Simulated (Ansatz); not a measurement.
# Ga (Cmce) in Ansatz: further runs

The runs below take Ga through phonons, elastic constants, with PBEsol.

Everything below comes from runs of Ansatz 0.2.0. Logs are shortened: lines on timing, memory, paths and dates and some standing lists are left out, and cuts for length are marked.

## (1) The structure

The structure is orthorhombic, space group Cmce (No. 64). Conventional cell: a = 4.523 Å, b = 7.661 Å, c = 4.524 Å, α = 90.00°, β = 90.00°, γ = 90.00°. Around Ga (site symmetry m) lie 7 Ga at 2.48 to 2.79 Å.

## (2) Phonons, PBEsol

Input file input.yaml:

```yaml
crystal:
  lattice:
    - [2.2615, -3.8305, 0.0]
    - [2.2615, 3.8305, 0.0]
    - [0.0, 0.0, 4.524]
  atoms:
    - { symbol: Ga, position: [0.3451, 0.6549, 0.419] }
    - { symbol: Ga, position: [0.1549, 0.8451, 0.919] }
    - { symbol: Ga, position: [0.6549, 0.3451, 0.581] }
    - { symbol: Ga, position: [0.8451, 0.1549, 0.081] }
hamiltonian:
  xc: pbesol
  pseudopotentials: { kind: paw }
kpoints:
  mp_grid: { grid: [6, 6, 6] }
scf:
  occupations: { method: fermi_dirac, width: 0.05 }
phonons:
  method: dfpt
```

Potentials or basis: Ansatz PAW.

On the command line:

```bash
> ansatz run input.yaml --threads 2 --pin off --max-ram 5632MiB --backend cpu --events-out ev --progress --plain --runs-dir out
```

Standard output:

```text
Warning: RAYON_NUM_THREADS=2 ignored (pool sized by the plan → 2); use --threads N
zone centre: on kpoints.mp_grid the ground state, and the responses unless they are solved on pairs of k-points, stand on 68 of the mesh's 216 k-points, reduced under 2 symmetry operations, with k and −k counted as one. Each operation leaves every solved displacement unchanged or reverses it
Engine: ansatz 0.2.0, aarch64-unknown-linux-gnu
Pseudopotentials: kind: paw
Pseudopotential: Ga, paw, valence charge 13, recommended cutoff 420 eV (normal), Ga.paw.azcp
Functional definition: PBEsol
  exchange = pbesol_x
  correlation = pbesol_c
Crystal: 4 atoms, lattice volume = 78.380 Å³
Basis set: ecut = 420 eV, 1517 PW (Γ), exchange–correlation on 60×60×64 points (8 copies of the dense FFT grid, shifted against one another)
Bands: 32, of which v1, the nominal top of the filled ones, is band 26 counted from 1 (25 counted from 0)
Symmetry: 8 space group operations
k-points: 68 of 216 (irreducible under 2 space group operations, time reversal used)
Non-local potential: Ga, projectors of the file, l = 0: 2, l = 1: 2, l = 2: 3, l = 3: 1
PAW form: soft (Blöchl's): semilocal exchange-correlation on the pseudo side does not see the compensation charge
PAW frozen core: Ga, regenerated for the run's functional, and the local potential with it (the file was generated under x = pbe(κ = 0.804, μ = 0.2195149727645171), c = pbe(β = 0.06672455060314922))
PAW one-centre angular grid: Ga, 590 points (default); XC on 64 Gauss nodes
Initial density: superposition of atomic densities (neutral atoms: chi_scale 0, normalization atom), corrected by the library's trained network
Initial wavefunctions: pseudopotential atomic-orbital guess
Functional: x = pbesol(κ = 0.804, μ = 0.12345679012345678), c = pbesol(β = 0.046)
SCF iter   1: F=—  HF=-14972.800357 eV  |F-HF|=—  |Δ(HF+E_count)|=         —  Δρ=1.97e-3  dr2=3.27e-3  ethr=1.77e-3  ⟨swp⟩=5.9  Hψ=8353  notcnv=0  defer=3
preconditioner: auto → Kerker (q_TF=auto, 2.548 Å⁻¹)  [metal: Δε(μ)=0.018 eV  Ē_g=16.041 eV  σ=0.050 eV  W_gap=0.09  n_scr=20 (ndim 8)  ℏωp=30.2 eV  f_vac=0.006  D(μ)=0.50/eV (n_scr^D=0)]
SCF iter   2: F=—  HF=-14972.796190 eV  |F-HF|=—  |Δ(HF+E_count)|=   4.17e-3  Δρ=1.25e-3  dr2=1.43e-3  ethr=6.29e-6  ⟨swp⟩=2.2  Hψ=4256  notcnv=0  defer=8
SCF iter   3: F=—  HF=-14972.795918 eV  |F-HF|=—  |Δ(HF+E_count)|=   2.72e-4  Δρ=3.68e-4  dr2=2.09e-4  ethr=2.76e-6  ⟨swp⟩=2.4  Hψ=3888  notcnv=0  defer=8
SCF iter   4: F=—  HF=-14972.795914 eV  |F-HF|=—  |Δ(HF+E_count)|=   4.26e-6  Δρ=2.64e-4  dr2=6.47e-5  ethr=4.02e-7  ⟨swp⟩=2.0  Hψ=3878  notcnv=0  defer=8
SCF iter   5: F=—  HF=-14972.795881 eV  |F-HF|=—  |Δ(HF+E_count)|=   3.26e-5  Δρ=2.46e-4  dr2=2.29e-5  ethr=1.24e-7  ⟨swp⟩=2.0  Hψ=3897  notcnv=0  defer=8
SCF iter   6: F=—  HF=-14972.795858 eV  |F-HF|=—  |Δ(HF+E_count)|=   2.29e-5  Δρ=3.72e-5  dr2=9.54e-7  ethr=4.40e-8  ⟨swp⟩=2.0  Hψ=3485  notcnv=0  defer=8
SCF iter   7: F=—  HF=-14972.795861 eV  |F-HF|=—  |Δ(HF+E_count)|=   2.93e-6  Δρ=2.39e-5  dr2=2.43e-7  ethr=1.83e-9  ⟨swp⟩=2.0  Hψ=3896  notcnv=0  defer=8
SCF iter   8: F=—  HF=-14972.795861 eV  |F-HF|=—  |Δ(HF+E_count)|=   9.72e-8  Δρ=1.28e-5  dr2=6.71e-8  ethr=4.66e-10  ⟨swp⟩=2.9  Hψ=3935  notcnv=0  defer=8
SCF iter   9: F=—  HF=-14972.795861 eV  |F-HF|=—  |Δ(HF+E_count)|=   4.34e-8  Δρ=3.77e-6  dr2=5.69e-9  ethr=1.29e-10  ⟨swp⟩=2.0  Hψ=3554  notcnv=0  defer=8
SCF iter  10: F=—  HF=-14972.795861 eV  |F-HF|=—  |Δ(HF+E_count)|=   3.54e-9  Δρ=2.80e-7  dr2=3.32e-11  ethr=1.09e-11  ⟨swp⟩=2.0  Hψ=3894  notcnv=0  defer=8
SCF iter  11: F=-14972.795861 eV  HF=-14972.795861 eV  |F-HF|=1.82e-12  |Δ(HF+E_count)|=  2.18e-11  Δρ=1.96e-8  dr2=2.81e-13  ethr=1.00e-12  ⟨swp⟩=7.1  Hψ=10327  notcnv=0
SCF 1 converged in 11 iterations: F = -14972.795861 eV  dr2 = 2.81e-13
DFPT response loops at Γ: preconditioner auto → Kerker (q_TF=auto, 2.548 Å⁻¹) (partly filled bands, converged f_vac=0.003); β = 1.00, the filter's whole step (`scf.mixing.beta` (0.50) is not read by the response loops under this deck's `scf.mixing.preconditioner`; to damp them name `kerker` or `kerker_dos`, under which they read `scf.mixing.beta`, and type it under 1.00, their step now; both keys bind the ground state too); Broyden in place of MSR1
SCF converged after 11 iterations
Free energy (F): -14972.795861 eV
Harris-Foulkes:  -14972.795861 eV  (|F-HF|=1.82e-12)
Internal energy: -14972.791074 eV  (E = F + TS)
E sigma→0 (E₀):  -14972.793468 eV
Entropy (-TS):   -0.004787 eV (-1.197 meV/atom)
Fermi energy:    8.927085 eV
--- Per-component energies (eV) ---
  E_band       = -186.468685
  E_kinetic    = 461.645465
  E_local      = -7596.370060  (includes V_loc(G=0)·N_el)
  E_nonlocal   = 1695.417112
  E_hartree    = 3557.494170
  E_xc         = -275.308354
  E_vxc        = -233.575728  (∫ρ·V_xc dr)
  E_paw        = -7788.269187  (= ΣΔE_a)
  E_vpaw       = -1628.573435  (= ΣTr[D̂ρ^β])
  E_aug_tail   = -0.000416  (compensation charges beyond the density's cutoff)
  E_ewald      = -5030.851716
  E_core_change = 3.451911  (= ΣΔE_core)
  E_smearing   = -0.004787  (= −TS)
  E_closure    = 0.000000  (closes the sum)
  Σ components = -14972.795861   (vs F -14972.795861, Δ=0.00e0)
--- Band table (eV; the first three rows and the last of 68) ---
  k-point 0: bands = ["-6.2062", "-6.2039", "-6.1791", "-6.1582", "-6.1275", "-6.1029", "-6.0474", "-5.9935", "-5.9732", "-5.9534", "-5.9461", "-5.9380", "-5.9325", "-5.8940", "-5.8716", "-5.8166", "-5.7660", "-5.7495", "-5.7332", "-5.6446", "-2.1439", "4.6368", "5.1943", "7.1238", "7.2101", "8.1151", "9.7917", "9.8103", "9.9251", "13.9334", "14.2592", "15.4397"]
  k-point 1: bands = ["-6.2151", "-6.1924", "-6.1667", "-6.1665", "-6.1270", "-6.0978", "-6.0468", "-6.0334", "-5.9842", "-5.9734", "-5.9353", "-5.9111", "-5.9101", "-5.8887", "-5.8852", "-5.7972", "-5.7655", "-5.7493", "-5.7354", "-5.6538", "-1.9381", "2.8769", "6.9480", "7.3082", "7.4188", "8.2558", "9.5804", "9.9732", "10.4221", "12.7119", "13.2079", "14.1437"]
  k-point 2: bands = ["-6.2083", "-6.1799", "-6.1720", "-6.1543", "-6.1232", "-6.1163", "-6.0733", "-6.0272", "-6.0043", "-6.0037", "-5.9390", "-5.9025", "-5.8983", "-5.8957", "-5.8240", "-5.7683", "-5.7617", "-5.7529", "-5.7422", "-5.6827", "-1.3204", "1.1187", "7.8564", "8.0228", "8.4210", "8.6083", "9.5419", "9.7794", "10.4485", "12.3074", "12.3771", "12.7904"]
  k-point 67: bands = ["-6.2293", "-6.2293", "-6.1587", "-6.1587", "-6.1366", "-6.1366", "-6.0815", "-6.0815", "-5.9702", "-5.9702", "-5.8941", "-5.8941", "-5.8509", "-5.8509", "-5.8346", "-5.8346", "-5.7507", "-5.7507", "-5.7029", "-5.7029", "1.3681", "1.3681", "3.4827", "3.4827", "7.6353", "7.6353", "7.9457", "7.9457", "15.5282", "15.5282", "16.7493", "16.7493"]
--- Phonons (Γ-DFPT): 3 representative perturbations + reference, on 68 of 216 k-points (Σ response iterations 9) ---
  k mesh reduced under 2 symmetry operations, with k and −k counted as one. Each operation leaves every solved displacement unchanged or reverses it
  ASR residual: 9.656e-5 → 0.000e0 eV/Å²; symmetrization residual: 1.950e-6 eV/Å²
  ASR residual per site (eV/Å²): 9.66e-5 9.66e-5 9.66e-5 9.66e-5
  Γ frequencies (cm⁻¹): 0.00 0.00 0.00 52.21 84.92 89.13 95.12 144.11 169.55 171.69 207.42 238.76
  non-analytic LO–TO correction: not included (Born effective charges unavailable; polar crystals: no LO–TO splitting at Γ)
```

It took 42 s on 2 threads of Arm Neoverse V1, shared host; peak memory 0.85 GiB.

Results:

```yaml
Free_energy: -14972.7959 eV
Band_gap_on_the_k_mesh: none (metal or under the smearing width)
Highest_phonon_frequency_at_Γ: 239 cm⁻¹
```

Levels at points of the mesh, in eV from the Fermi level:
| k point | band 23 | band 24 | band 25 | band 26 | band 27 | band 28 | band 29 | band 30 |
| --- | --- | --- | --- | --- | --- | --- | --- | --- |
| (0.00, 0.00, 0.00) | -3.73 | -1.80 | -1.72 | -0.81 | 0.86 | 0.88 | 1.00 | 5.01 |
| (0.00, 0.00, -0.50) | -0.23 | -0.23 | -0.01 | -0.01 | 0.00 | 0.00 | 2.04 | 2.04 |
| (0.00, -0.50, 0.00) | -3.51 | -3.51 | -1.35 | -1.35 | 0.69 | 0.69 | 4.03 | 4.03 |
| (0.00, -0.50, -0.50) | -6.26 | -6.26 | -1.58 | -1.58 | 0.45 | 0.45 | 7.07 | 7.07 |
| (-0.50, -0.50, 0.00) | -4.24 | -3.30 | -1.75 | -1.53 | 1.04 | 1.15 | 3.26 | 3.72 |
| (-0.50, -0.50, -0.50) | -5.44 | -5.44 | -1.29 | -1.29 | -0.98 | -0.98 | 6.60 | 6.60 |

Phonon frequencies in cm⁻¹ (negative: imaginary):
```csv
q point,frequencies
"(0.000, 0.000, 0.000)",0 0 0 52 85 89 95 144 170 172 207 239
```

Caveat: the PAW data sets come from PBE, with cores solved anew for the run's functional, which leaves a small shift of forces and pressure.

## (3) Elastic constants, PBEsol

Changes to input.yaml since step 2:

```diff
@@ -17,3 +17,7 @@
   occupations: { method: fermi_dirac, width: 0.05 }
-phonons:
-  method: dfpt
+output:
+  forces: true
+  stress: true
+elastic:
+  mode: relaxed_ion
+  stencil: two_point
```

Potentials or basis: Ansatz PAW.

On the command line:

```bash
> ansatz run input.yaml --threads 2 --pin off --max-ram 5632MiB --backend cpu --events-out ev --progress --plain --runs-dir out
```

Standard output:

```text
Warning: RAYON_NUM_THREADS=2 ignored (pool sized by the plan → 2); use --threads N
[... 6 set-up lines as earlier in the session ...]
Crystal: 4 atoms, lattice volume = 78.380 Å³
Basis set: ecut = 420 eV, 1517 PW (Γ), exchange–correlation on 60×60×64 points (8 copies of the dense FFT grid, shifted against one another)
Bands: 32, of which v1, the nominal top of the filled ones, is band 26 counted from 1 (25 counted from 0)
[... 1 set-up line as earlier in the session ...]
Space group: Cmce (ITA 64), of the structure as read, at distance tolerance 4.3e-5 Å
k-points: 52 of 216
[... 7 set-up lines as earlier in the session ...]
SCF iter   1: F=—  HF=-14972.800394 eV  |F-HF|=—  |Δ(HF+E_count)|=         —  Δρ=1.96e-3  dr2=3.26e-3  ethr=1.77e-3  ⟨swp⟩=5.9  Hψ=6358  notcnv=0  defer=2
preconditioner: auto → Kerker (q_TF=auto, 2.548 Å⁻¹)  [metal: Δε(μ)=0.018 eV  Ē_g=16.041 eV  σ=0.050 eV  W_gap=0.09  n_scr=20 (ndim 8)  ℏωp=30.2 eV  f_vac=0.006  D(μ)=0.50/eV (n_scr^D=0)]
SCF iter   2: F=—  HF=-14972.796186 eV  |F-HF|=—  |Δ(HF+E_count)|=   4.21e-3  Δρ=1.25e-3  dr2=1.44e-3  ethr=6.27e-6  ⟨swp⟩=2.2  Hψ=3229  notcnv=0  defer=5
SCF iter   3: F=—  HF=-14972.795911 eV  |F-HF|=—  |Δ(HF+E_count)|=   2.75e-4  Δρ=3.69e-4  dr2=2.06e-4  ethr=2.77e-6  ⟨swp⟩=2.2  Hψ=2956  notcnv=0  defer=5
SCF iter   4: F=—  HF=-14972.795909 eV  |F-HF|=—  |Δ(HF+E_count)|=   1.29e-6  Δρ=2.72e-4  dr2=6.74e-5  ethr=3.95e-7  ⟨swp⟩=2.0  Hψ=2966  notcnv=0  defer=5
SCF iter   5: F=—  HF=-14972.795878 eV  |F-HF|=—  |Δ(HF+E_count)|=   3.17e-5  Δρ=2.49e-4  dr2=2.35e-5  ethr=1.30e-7  ⟨swp⟩=2.0  Hψ=2982  notcnv=0  defer=5
SCF iter   6: F=—  HF=-14972.795855 eV  |F-HF|=—  |Δ(HF+E_count)|=   2.22e-5  Δρ=3.73e-5  dr2=9.65e-7  ethr=4.52e-8  ⟨swp⟩=2.0  Hψ=2664  notcnv=0  defer=5
SCF iter   7: F=—  HF=-14972.795861 eV  |F-HF|=—  |Δ(HF+E_count)|=   5.70e-6  Δρ=2.44e-5  dr2=2.51e-7  ethr=1.86e-9  ⟨swp⟩=2.0  Hψ=2981  notcnv=0  defer=5
SCF iter   8: F=—  HF=-14972.795861 eV  |F-HF|=—  |Δ(HF+E_count)|=   1.03e-7  Δρ=1.30e-5  dr2=6.91e-8  ethr=4.84e-10  ⟨swp⟩=2.9  Hψ=3018  notcnv=0  defer=5
SCF iter   9: F=—  HF=-14972.795861 eV  |F-HF|=—  |Δ(HF+E_count)|=   4.48e-8  Δρ=3.88e-6  dr2=5.98e-9  ethr=1.33e-10  ⟨swp⟩=2.0  Hψ=2729  notcnv=0  defer=5
SCF iter  10: F=—  HF=-14972.795861 eV  |F-HF|=—  |Δ(HF+E_count)|=   3.79e-9  Δρ=2.94e-7  dr2=3.58e-11  ethr=1.15e-11  ⟨swp⟩=2.0  Hψ=2980  notcnv=0  defer=5
SCF iter  11: F=—  HF=-14972.795861 eV  |F-HF|=—  |Δ(HF+E_count)|=  1.82e-11  Δρ=1.95e-8  dr2=2.71e-13  ethr=6.89e-14 (applied; sched 1.00e-12)  ⟨swp⟩=2.0  Hψ=2937  notcnv=0  defer=40
SCF iter  12: F=-14972.795861 eV  HF=-14972.795861 eV  |F-HF|=3.64e-12  |Δ(HF+E_count)|=  1.82e-12  Δρ=3.07e-9  dr2=7.93e-15  ethr=1.00e-12  ⟨swp⟩=5.9  Hψ=6411  notcnv=0
[... 571 lines left out ...]
  k-point 1: bands = ["-6.2147", "-6.1971", "-6.1680", "-6.1655", "-6.1357", "-6.1047", "-6.0469", "-6.0408", "-5.9833", "-5.9770", "-5.9374", "-5.9187", "-5.9093", "-5.8900", "-5.8822", "-5.8014", "-5.7671", "-5.7580", "-5.7334", "-5.6588", "-1.9480", "2.8751", "6.9534", "7.2882", "7.3639", "8.2989", "9.5831", "9.9544", "10.4209", "12.7171", "13.2457", "14.1313"]
  k-point 2: bands = ["-6.2077", "-6.1826", "-6.1758", "-6.1591", "-6.1318", "-6.1194", "-6.0819", "-6.0319", "-6.0076", "-6.0021", "-5.9444", "-5.9015", "-5.8951", "-5.8930", "-5.8272", "-5.7725", "-5.7636", "-5.7586", "-5.7417", "-5.6872", "-1.3300", "1.1120", "7.8372", "7.9655", "8.4622", "8.6558", "9.5437", "9.7238", "10.3897", "12.3512", "12.3756", "12.8537"]
  k-point 51: bands = ["-6.2303", "-6.2303", "-6.1531", "-6.1531", "-6.1352", "-6.1352", "-6.0882", "-6.0882", "-5.9759", "-5.9759", "-5.8966", "-5.8966", "-5.8504", "-5.8504", "-5.8387", "-5.8387", "-5.7590", "-5.7590", "-5.7119", "-5.7119", "1.3270", "1.3270", "3.5488", "3.5488", "7.6138", "7.6138", "7.9188", "7.9188", "15.5513", "15.5513", "16.7299", "16.7299"]
--- Elastic constants: 6 strain directions × 2 members + reference (group order 8) ---
  dense FFT box of the reference and of every strained cell: 30×30×32
  strains applied: 11, 22, 33, 23, 13, 12; error gains: componentwise 1.00 (the most a stress slope's error grows in a printed constant), spectral 1.00 (1 for all six strains in a standard setting)
  reference relaxed by the batch: 6 steps; max|allowed force component| 1.20e-1 eV/Å at the deck's positions, 1.78e-5 at the last accepted step, 1.78e-5 by the solve of record
  largest displacement 1.9e-2 Å; the constants are those of the deck's cell at these positions:
  atoms:
    - { symbol: Ga, position: [0.34432931594251115, 0.6556706840574887, 0.4150132440456491] }
    - { symbol: Ga, position: [0.1556706840574888, 0.8443293159425111, 0.915013244045649] }
    - { symbol: Ga, position: [0.6556706840574887, 0.34432931594251115, 0.5849867559543509] }
    - { symbol: Ga, position: [0.8443293159425111, 0.1556706840574888, 0.08498675595435087] }
  C = ∂σ_k/∂η_j (tension-positive GPa; Voigt order 11 22 33 23 13 12):
        95.006     23.482     32.182     -0.000     -0.000      0.000
        23.749    121.220     22.164      0.000      0.000     -0.000
        33.028     22.628    108.649      0.000      0.000      0.000
         0.000      0.000      0.000     43.052      0.000     -0.000
        -0.000     -0.000      0.000      0.000     35.564      0.000
         0.000      0.000      0.000      0.000      0.000     29.530
  reference stress σ⁰ (GPa):      1.973      1.652      1.135     -0.000     -0.000     -0.000
  C* (energy form; C + prestress term) asymmetry max|C*_kj − C*_jk| = 5.448e-2 GPa — a small one proves nothing (zero by symmetry where the batch's group is 432, −43m or m−3m); a large one is finite-difference/SCF noise where every solve meets its electron count
  moduli (Voigt/Reuss/Hill, GPa): K = 53.57/53.36/53.46   G = 38.05/36.92/37.48   E = 91.15   ν = 0.216
  mechanically stable: yes (min eigenvalue of sym C = 29.53 GPa)
  the stresses are not corrected for the forces that the relaxations left standing (`elastic.f_tol`)
  strain η (Voigt 11):  stress-route row diagonal C_11 = 95.01 GPa, energy-path curvature d²(F+E_count+ΔE)/dδ²/Ω₀ = 95.47 GPa
         δ    σ_11 (GPa)             F (eV)   n_scf  n_hpsi   n_pw
    -2.000e-3       1.7819      -14972.8011346       4   22580   1551   relax 2 steps, max|allowed force component| 2.61e-5 eV/Å
     2.000e-3       2.1619      -14972.7972803       4   22753   1555   relax 2 steps, max|allowed force component| 4.78e-5 eV/Å
  strain η (Voigt 22):  stress-route row diagonal C_22 = 121.22 GPa, energy-path curvature d²(F+E_count+ΔE)/dδ²/Ω₀ = 121.14 GPa
         δ    σ_22 (GPa)             F (eV)   n_scf  n_hpsi   n_pw
    -2.000e-3       1.4081      -14972.8008001       4   23037   1555   relax 3 steps, max|allowed force component| 2.71e-7 eV/Å
     2.000e-3       1.8930      -14972.7975656       4   23189   1555   relax 3 steps, max|allowed force component| 5.64e-6 eV/Å
  strain η (Voigt 33):  stress-route row diagonal C_33 = 108.65 GPa, energy-path curvature d²(F+E_count+ΔE)/dδ²/Ω₀ = 108.87 GPa
         δ    σ_33 (GPa)             F (eV)   n_scf  n_hpsi   n_pw
    -2.000e-3       0.9151      -14972.8003058       4   23002   1551   relax 2 steps, max|allowed force component| 1.08e-5 eV/Å
     2.000e-3       1.3497      -14972.7980915       4   22968   1555   relax 2 steps, max|allowed force component| 1.97e-5 eV/Å
  strain η (Voigt 23):  stress-route row diagonal C_44 = 43.05 GPa, energy-path curvature d²(F+E_count+ΔE)/dδ²/Ω₀ = 42.42 GPa
         δ    σ_23 (GPa)             F (eV)   n_scf  n_hpsi   n_pw
    -2.000e-3      -0.0861      -14972.7992640       4   30291   1555   relax 3 steps, max|allowed force component| 1.36e-6 eV/Å
     2.000e-3       0.0861      -14972.7992640       4   29483   1555   relax 3 steps, max|allowed force component| 9.86e-7 eV/Å
  strain η (Voigt 13):  stress-route row diagonal C_55 = 35.56 GPa, energy-path curvature d²(F+E_count+ΔE)/dδ²/Ω₀ = 34.74 GPa
         δ    σ_13 (GPa)             F (eV)   n_scf  n_hpsi   n_pw
    -2.000e-3      -0.0711      -14972.7992665       4   30506   1553   relax 3 steps, max|allowed force component| 2.45e-7 eV/Å
     2.000e-3       0.0711      -14972.7992665       4   30004   1553   relax 2 steps, max|allowed force component| 2.90e-5 eV/Å
  strain η (Voigt 12):  stress-route row diagonal C_66 = 29.53 GPa, energy-path curvature d²(F+E_count+ΔE)/dδ²/Ω₀ = 28.61 GPa
         δ    σ_12 (GPa)             F (eV)   n_scf  n_hpsi   n_pw
    -2.000e-3      -0.0591      -14972.7992783       4   34480   1555   relax 3 steps, max|allowed force component| 3.03e-5 eV/Å
     2.000e-3       0.0591      -14972.7992783       4   34402   1555   relax 3 steps, max|allowed force component| 9.01e-6 eV/Å
```

elastic.tsv:

```text
# convention: tension-positive GPa; Voigt order 11 22 33 23 13 12; engineering shear strains; stresses and constants hold the Pulay correction, whose part of sigma0, of c and of each member's stress the lines and columns named pulay_correction_..._gpa give (of c_energy it is that of c and, on the columns of strains 1 to 3, that of sigma0; of a layer's constants it is that of c in the plane, times a tenth of its plane spacing in ang); where a line pulay_correction_withheld stands none holds it
[... 16 lines left out ...]
6	0.0000000000e0	0.0000000000e0	0.0000000000e0	2.2150363599e-35	0.0000000000e0	2.9529956731e1	-5.5586668393e-16	-5.5586668393e-16	-5.5586668393e-16	2.2150363599e-35	0.0000000000e0	2.9529956731e1	0.0000000000e0	0.0000000000e0	0.0000000000e0	-4.6215881498e-33	2.3111159333e-33	-9.6881387458e-3
```

It took 4.2 min on 2 threads of Arm Neoverse V1, shared host; peak memory 0.49 GiB.

Results:

| Quantity | Value |
| --- | --- |
| Free energy | -14972.7993 eV |
| Pressure | -1.6 GPa |
| Band gap on the k mesh | none (metal or under the smearing width) |
| Voigt bulk modulus | 54 GPa |

Levels at points of the mesh, in eV from the Fermi level:
```tsv
k point	band 22	band 23	band 24	band 25	band 26	band 27	band 28	band 29	band 30	band 31
(0.00, 0.00, 0.00)	-4.23	-3.76	-1.80	-1.75	-0.75	0.87	0.93	1.01	5.05	5.39
(0.00, 0.00, -0.50)	-9.21	-0.22	-0.22	-0.04	-0.04	0.06	0.06	2.01	2.01	3.88
(0.00, -0.50, 0.00)	-8.61	-3.47	-3.47	-1.37	-1.37	0.73	0.73	4.09	4.09	5.28
(0.00, -0.50, -0.50)	-7.18	-6.27	-6.27	-1.54	-1.54	0.47	0.47	7.15	7.15	7.70
(-0.50, -0.50, 0.00)	-7.27	-4.18	-3.30	-1.75	-1.53	1.07	1.18	3.30	3.81	4.15
(-0.50, -0.50, -0.50)	-7.58	-5.36	-5.36	-1.29	-1.29	-0.99	-0.99	6.64	6.64	7.82
```

Elastic tensor in Voigt notation (GPa, in the Cartesian axes of the cell as first typed):
```
 95  23  32   0   0   0
 24 121  22   0   0   0
 33  23 109   0   0   0
  0   0   0  43   0   0
  0   0   0   0  36   0
  0   0   0   0   0  30
```

Caveat: elastic constants of metals need much finer meshes, so these are rough; the PAW data sets come from PBE, with cores solved anew for the run's functional, which leaves a small shift of forces and pressure.
